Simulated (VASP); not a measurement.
# Ni (P6_3/mmc) in VASP: single point with r2SCAN

Aim: the single point of Ni with r2SCAN.

Program: VASP 6.6.1. These are calculated values, not measurements. Logs are shortened: lines on timing, memory, paths and dates and some standing lists are left out, and cuts for length are marked.

## Step 1: The crystal as given

The structure is hexagonal, space group P6_3/mmc (No. 194). The conventional cell has a = 2.448 Å, b = 2.448 Å, c = 4.073 Å, α = 90.00°, β = 90.00°, γ = 120.00°. Ni (site symmetry -6m2) has 12 Ni at 2.45 to 2.48 Å as nearest neighbours.

This isn't the form of Ni at room conditions, which is fcc.

## Step 2: Single point, r2SCAN, collinear spin, typed start

The input, POSCAR:

```
Ni
1.0
    2.4480229000      0.0000000000      0.0000000000
   -1.2240114500      2.1200500200      0.0000000000
    0.0000000000      0.0000000000      4.0728075700
Ni
2
Direct
    0.3333333316      0.6666666714      0.2499999994
    0.6666666684      0.3333333286      0.7500000006
```

The input, INCAR.step1:

```
SYSTEM = Ni
PREC = Accurate
ENCUT = 520
ISMEAR = 1
SIGMA = 0.15
LREAL = .False.
LASPH = .True.
NELM = 150
ISPIN = 2
MAGMOM = 1.5 1.5
LMAXMIX = 4
NBANDS = 21
GGA = PE
ALGO = Normal
EDIFF = 1E-4
LWAVE = .True.
LCHARG = .False.
```

The input, INCAR.step2:

```
SYSTEM = Ni
PREC = Accurate
ENCUT = 520
EDIFF = 1E-6
ISMEAR = 1
SIGMA = 0.15
LREAL = .False.
LASPH = .True.
NELM = 150
ALGO = Normal
ISIF = 2
LWAVE = .False.
LCHARG = .False.
ISPIN = 2
MAGMOM = 1.5 1.5
LORBIT = 11
LMAXMIX = 4
METAGGA = R2SCAN
LMIXTAU = .True.
NBANDS = 21
ISTART = 1
```

The input, KPOINTS:

```
regular mesh
0
Gamma
  11 11 6
  0 0 0
```

Potentials or basis: VASP PAW PBE potentials, release 64 (Ni).

Started as:

```
$ cat potpaw_PBE.64/Ni/POTCAR > POTCAR
$ cp INCAR.step1 INCAR
$ mpirun -np 1 vasp_std > vasp.out
$ cp INCAR.step2 INCAR
$ mpirun -np 1 vasp_std > vasp.out
```

OUTCAR:

```text
SYSTEM = Ni
   PREC = Accurate
   ENCUT = 520
   EDIFF = 1E-6
   ISMEAR = 1
   LREAL = .False.
   LASPH = .True.
   NELM = 150
   ISIF = 2
   ISPIN = 2
   LORBIT = 11
   METAGGA = R2SCAN
   ISTART = 1

 ion  position               nearest neighbor table
   1  0.333  0.667  0.250-   2 2.48   2 2.48   2 2.48   2 2.48   2 2.48   2 2.48
   2  0.667  0.333  0.750-   1 2.48   1 2.48   1 2.48   1 2.48   1 2.48   1 2.48

  LATTYP: Found a hexagonal cell.
 ALAT       =     2.4480229000
 C/A-ratio  =     1.6637130192

  Lattice vectors:

 A1 = (   2.4480229000,   0.0000000000,   0.0000000000)
 A2 = (  -1.2240114500,   2.1200500200,   0.0000000000)
 A3 = (   0.0000000000,   0.0000000000,   4.0728075700)

Analysis of symmetry for initial positions (statically):
=====================================================================
 Subroutine PRICEL returns:
 Original cell was already a primitive cell.

 Routine SETGRP: Setting up the symmetry group for a
 hexagonal supercell.

 Subroutine GETGRP returns: Found 24 space group operations
 (whereof 12 operations were pure point group operations)
 out of a pool of 24 trial point group operations.

The static configuration has the point symmetry D_3d.
 The point group associated with its full space group is D_6h.

Analysis of symmetry for dynamics (positions and initial velocities):
=====================================================================
 Subroutine PRICEL returns:
 Original cell was already a primitive cell.

 Routine SETGRP: Setting up the symmetry group for a
 hexagonal supercell.

 Subroutine GETGRP returns: Found 24 space group operations
 (whereof 12 operations were pure point group operations)
 out of a pool of 24 trial point group operations.

The dynamic configuration has the point symmetry D_3d.
 The point group associated with its full space group is D_6h.

Analysis of structural, dynamic, and magnetic symmetry:
=====================================================================
 Subroutine PRICEL returns:
 Original cell was already a primitive cell.

 Routine SETGRP: Setting up the symmetry group for a
 hexagonal supercell.

 Subroutine GETGRP returns: Found 24 space group operations
 (whereof 12 operations were pure point group operations)
 out of a pool of 24 trial point group operations.

The overall configuration has the point symmetry D_3d.
 The point group associated with its full space group is D_6h.

 Subroutine INISYM returns: Found 24 space group operations
 (whereof 12 operations are pure point group operations),
 and found     1 'primitive' translations

----------------------------------------------------------------------------------------

                                     Primitive cell

  volume of cell :      21.1376

  direct lattice vectors                    reciprocal lattice vectors
     2.448022900  0.000000000  0.000000000     0.408492911  0.235843492  0.000000000
    -1.224011450  2.120050020  0.000000000     0.000000000  0.471686984  0.000000000
     0.000000000  0.000000000  4.072807570     0.000000000  0.000000000  0.245530873

  length of vectors
     2.448022900  2.448022900  4.072807570     0.471686984  0.471686984  0.245530873

  position of ions in fractional coordinates (direct lattice)
     0.333333332  0.666666671  0.249999999
     0.666666668  0.333333329  0.750000001

  ion indices of the primitive-cell ions
   primitive index   ion index
                 1           1
                 2           2

----------------------------------------------------------------------------------------

 KPOINTS: regular mesh

Automatic generation of k-mesh.
 Grid dimensions read from file:
 generate k-points for:   11   11    6

 Generating k-lattice:

  Cartesian coordinates                     Fractional coordinates (reciprocal lattice)
     0.037135719  0.021440317  0.000000000     0.090909091  0.000000000  0.000000000
     0.000000000  0.042880635  0.000000000     0.000000000  0.090909091  0.000000000
     0.000000000  0.000000000  0.040921812     0.000000000  0.000000000  0.166666667

  Length of vectors
     0.042880635  0.042880635  0.040921812

  Shift w.r.t. Gamma in fractional coordinates (k-lattice)
     0.000000000  0.000000000  0.000000000

 Subroutine IBZKPT returns following result:
 ===========================================

 Found     64 irreducible k-points:

 Following reciprocal coordinates:
            Coordinates               Weight
  0.000000  0.000000  0.000000      1.000000
  0.090909  0.000000  0.000000      6.000000
  0.181818  0.000000  0.000000      6.000000
  0.272727  0.000000  0.000000      6.000000
  0.363636 -0.000000  0.000000      6.000000
  0.454545  0.000000  0.000000      6.000000
[... 16 lines left out ...]
  0.090909  0.090909  0.166667     12.000000
  0.181818  0.090909  0.166667     24.000000
 [... further k-points ...]
   k-points           NKPTS =     64   k-points in BZ     NKDIM =     64   number of bands    NBANDS=     21
   number of dos      NEDOS =    301   number of ions     NIONS =      2
   total plane-waves  NPLWV =   9720
   dimension x,y,z NGX =    18 NGY =   18 NGZ =   30
   dimension x,y,z NGXF=    36 NGYF=   36 NGZF=   60
   ions per type =               2
   NGX,Y,Z   is equivalent  to a cutoff of  12.22, 12.22, 12.25 a.u.
   NGXF,Y,Z  is equivalent  to a cutoff of  24.45, 24.45, 24.49 a.u.
 SYSTEM =  Ni
   PREC   = accura    normal or accurate (medium, high low for compatibility)
   ISTART =      1    job   : 0-new  1-cont  2-samecut
   ICHARG =      0    charge: 1-file 2-atom 10-const
   ISPIN  =      2    spin polarized calculation?
   LNONCOLLINEAR =      F non collinear calculations
   LSORBIT =      F    spin-orbit coupling
   LASPH  =      T    aspherical Exc in radial PAW
   ENCUT  =  520.0 eV  38.22 Ry    6.18 a.u.   4.55  4.55  7.57*2*pi/ulx,y,z
   NELM   =    150;   NELMIN=  2; NELMDL=  0     # of ELM steps
   EDIFF  = 0.1E-05   stopping-criterion for ELM
   LREAL  =      F    real-space projection
   EDIFFG = 0.1E-04   stopping-criterion for IOM
   NSW    =      0    number of steps for IOM
   IBRION =     -1    ionic relax: 0-MD 1-quasi-New 2-CG
   NFREE  =      0    steps in history (QN), initial steepest desc. (CG)
   ISIF   =      2    stress and relaxation
   ISYM   =      2    0-nonsym 1-usesym 2-fastsym
   POTIM  = 0.5000    time-step for ionic-motion
   TEBEG  =    0.0;   TEEND  =   0.0 temperature during run
   PSTRESS=    0.0 pullay stress
   NELECT =      20.0000    total number of electrons
   NUPDOWN=      -1.0000    fix difference up-down
   EMIN   =  10.00;   EMAX   =-10.00  energy-range for DOS
   EFERMI =   0.00;   METHOD = LEGACY
   ISMEAR =     1;   SIGMA  =   0.15  broadening in eV -4-tet -1-fermi 0-gaus
   EFERMI_NEDOS =   21; number of points for ismear=-14 and -15
   IALGO  =     38    algorithm
   IMIX   =      4    mixing-type and parameters
     AMIX     =   0.40;   BMIX     =  1.00
     AMIX_MAG =   1.60;   BMIX_MAG =  1.00
  volume/ion in A,a.u.               =      10.57        71.32
  Fermi-wavevector in a.u.,A,eV,Ry     =   1.607187  3.037143 35.144518  2.583049
  Thomas-Fermi vector in A             =   2.703255
   LORBIT       =     11    0 simple, 1 ext, 2 COOP (PROOUT), +10 PAW based schemes
   METAGGA = R2SCAN    functional components
   LHFCALC =     F    Hartree Fock is set to
   AEXX    =    0.0000 exact exchange contribution
   IVDW    =     0    specifies the selected vdW correction
   LEPSILON=     F    determine dielectric tensor
   LRPA    =     F    only Hartree local field effects (RPA)
 spin polarized calculation
 Methfessel and Paxton  Order N= 1 SIGMA  =   0.15
  energy-cutoff  :      520.00
  volume of cell :       21.14
 maximum number of plane-waves:       592
   NGX =  9   NGY =  9   NGZ = 15

 number of electron      19.9999995 magnetization       1.3332244

 Free energy of the ion-electron system (eV)
  ---------------------------------------------------
  ext. energy  EPLUGINS =         0.00000000
  ---------------------------------------------------
  free energy    TOTEN  =       -23.78571004 eV

  energy without entropy =      -23.78501650  energy(sigma->0) =      -23.78547886

 E-fermi :   9.7106     XC(G=0): -14.5728

 val. band max:        9.6979077883   @ k =   0.4545   0.0000   0.0000
 cond. band min:       9.7133637015   @ k =   0.3636   0.0909   0.0000
 fundamental gap:      0.0154559133
 Fermi energy:         9.7106142389

 spin component 1

 k-point     1 :       0.0000    0.0000    0.0000
  band No.  band energies     occupation
      1       0.1187      1.00000
      2       4.2903      1.00000
      3       6.6760      1.00000
      4       6.9016      1.00000
      5       6.9019      1.00000
      6       7.1638      1.00000
[... 13 lines left out ...]
     20      37.3502      0.00000
     21      41.2344      0.00000
[... 529 lines left out ...]
 k-point    24 :       0.1818    0.0909    0.1667
  band No.  band energies     occupation
      1       2.3741      1.00000
      2       5.2320      1.00000
      3       5.9670      1.00000
      4       6.2055      1.00000
      5       6.7757      1.00000
      6       7.0847      1.00000
[... 13 lines left out ...]
     20      37.7665      0.00000
     21      38.6174      0.00000

 [... further k-points ...]

 spin component 2

 k-point     1 :       0.0000    0.0000    0.0000
  band No.  band energies     occupation
      1      -0.1190      1.00000
      2       4.9968      1.00000
      3       7.9769      1.00000
      4       7.9771      1.00000
      5       8.1108      1.00000
      6       8.2701      1.00000
[... 13 lines left out ...]
     20      37.5539      0.00000
     21      41.5382      0.00000
[... 529 lines left out ...]
 k-point    24 :       0.1818    0.0909    0.1667
  band No.  band energies     occupation
      1       2.1831      1.00000
      2       5.8612      1.00000
      3       6.5465      1.00000
      4       7.1633      1.00000
      5       7.7822      1.00000
      6       7.9980      1.00000
[... 13 lines left out ...]
     20      37.9228      0.00000
     21      38.8260      0.00000

 [... further k-points ...]

------------------------ aborting loop because EDIFF is reached ----------------------------------------

  FORCE on cell =-STRESS in cart. coord.  units (eV):
  Direction    XX          YY          ZZ          XY          YZ          ZX
  --------------------------------------------------------------------------------------
  -------------------------------------------------------------------------------------
  Total       -0.1147778     -0.1147778      0.1745057      0.0000000      0.0000000      0.0000000
  in kB       -8.6998743     -8.6998743     13.2271023      0.0000000      0.0000000      0.0000000
  external PRESSURE =      -1.3908821 kB  Pullay stress =       0.0000000 kB

 VOLUME and BASIS-vectors are now :
 -----------------------------------------------------------------------------
  energy-cutoff  :      520.00
  volume of cell :       21.14
      direct lattice vectors                 reciprocal lattice vectors
     2.448022900  0.000000000  0.000000000     0.408492911  0.235843492  0.000000000
    -1.224011450  2.120050020  0.000000000     0.000000000  0.471686984  0.000000000
     0.000000000  0.000000000  4.072807570     0.000000000  0.000000000  0.245530873

 POSITION                                       TOTAL-FORCE (eV/Angst)
 -----------------------------------------------------------------------------------
     -0.00000      1.41337      1.01820        -0.000000      0.000000      0.000000
      1.22401      0.70668      3.05461         0.000000     -0.000000     -0.000000
 -----------------------------------------------------------------------------------
    total drift:                               -0.000000      0.000000     -0.000000

  FREE ENERGIE OF THE ION-ELECTRON SYSTEM (eV)
  ---------------------------------------------------
  free  energy   TOTEN  =       -23.7857100378 eV

  energy  without entropy=      -23.7850165031  energy(sigma->0) =      -23.78547886

 total charge

# of ion       s       p       d       tot
------------------------------------------
    1        0.524   0.538   8.340   9.402
    2        0.524   0.538   8.340   9.402
--------------------------------------------------
tot          1.047   1.077  16.680  18.804

 magnetization (x)

# of ion       s       p       d       tot
------------------------------------------
    1       -0.008  -0.042   0.736   0.685
    2       -0.008  -0.042   0.736   0.685
--------------------------------------------------
tot         -0.017  -0.084   1.472   1.371
```

Wall time 100 s (1 thread of Intel Xeon 6975P-C (Granite Rapids), shared host); peak memory 0.17 GiB.

Results:

* Free energy: -23.7857 eV
* Pressure: -0.1 GPa
* Band gap on the k mesh: none (metal or under the smearing width)
* Net moment: 1.33 μB per cell
* Site moments: Ni +0.69 μB
* Valence electrons inside the program's atomic spheres: Ni 9.40

Stress tensor (GPa, compression positive):
```
-0.87  0.00  0.00
 0.00 -0.87  0.00
 0.00  0.00  1.32
```

Caveat: the PAW data sets were made with another functional, which shifts forces and pressure a little.
